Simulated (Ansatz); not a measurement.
The system is WC (Qusongite).

```
CELL_PARAMETERS angstrom
2.90650 0.00000 0.00000
-1.45325 2.51710 0.00000
0.00000 0.00000 2.83660
ATOMIC_POSITIONS crystal
W 0.00000 0.00000 0.00000
C 0.66667 0.33333 0.50000
```

Base run:

```yaml
Program: Ansatz 0.2.0
Functional: PBEsol
Potentials_or_basis: all-electron PAW datasets made for the crystal
Cutoff: 340 eV
Density_cutoff: 1360 eV
k_mesh: 10 × 10 × 9
Occupations: fermi-dirac, width 0.05 eV
Spin: no spin polarisation
```

Its results: pressure -3.4 GPa.

**Question.** The run is repeated on the same cell with these changes: potentials or basis from all-electron PAW datasets made for the crystal to all-electron LAPW, non-relativistic; cutoff from 340 eV to 332 eV; density cutoff from 1360 eV to 1326 eV. What comes out?

**Answer.** Pressure 16.3 GPa.

Caveats: relativity is left out, which matters for the heavier elements (some runs).

Not every run made on this cell is shown here.
